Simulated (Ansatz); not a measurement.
**TiO2 under changes of volume**

One of the cells (10.435 Å³/atom); the others are scaled copies at fixed shape and fractional positions:

```
Ti O
1.0
     4.59984    0.00000    0.00000
     0.00000    4.59984    0.00000
     0.00000    0.00000    2.95921
Ti O
2 4
Direct
  0.00000 0.00000 0.50000
  0.50000 0.50000 0.00000
  0.30432 0.30432 0.50000
  0.19568 0.80432 0.00000
  0.80432 0.19568 0.00000
  0.69568 0.69568 0.50000
```

The cell is a database's computed one.

| Property | Result |
| --- | --- |
| Program | Ansatz 0.2.0 |
| Functional | PBE |
| Potentials or basis | Ansatz NC |
| Cutoff | 1240 eV (not typed: the program's choice for these potentials) |
| k mesh | 6 × 6 × 9 |
| Occupations | fermi-dirac, width 0.05 eV |
| Spin | no spin polarisation |

```tsv
volume (Å³/atom)	energy over the lowest point (meV/atom)	pressure (GPa)	gap on the mesh (eV)	largest force (eV/Å)
9.809	50.40	21.4	2.02	0.307
10.018	26.72	15.0	1.97	0.194
10.227	10.93	9.3	1.92	0.090
10.435	?	?	?	?
10.644	0.00	-0.6	1.82	0.098
10.853	3.51	-4.8	1.77	0.182
11.062	12.23	-8.6	1.72	0.260
```

Task: What does the run at 10.435 Å³/atom give?

Result: Energy over the lowest point 2.26 meV/atom; pressure 4.1 GPa; gap on the mesh 1.87 eV; largest force 0.007 eV/Å.

Worked out: A Birch-Murnaghan fit of order 3 (a polynomial in V^(-2/3)) to the other rows has its minimum at 10.62 Å³/atom with B0 = V·E''(V) = 228 GPa and B' = 4.2 at fixed shape and positions, which overstates the stiffness. It gives 2.29 meV/atom at 10.435 Å³/atom, against the run's 2.26, and -dE/dV = 4.1 GPa, against 4.1. A straight line through the other rows of the gap, of slope -2.5 eV per unit of ln V (its deformation potential), gives 1.87 eV, against the run's 1.87.

Energies are extrapolated to zero smearing.

Caveats: odd divisions of the mesh miss points on the zone boundary, where band edges often lie, so the gap on the mesh can be too wide.

A mesh can miss the band edges.
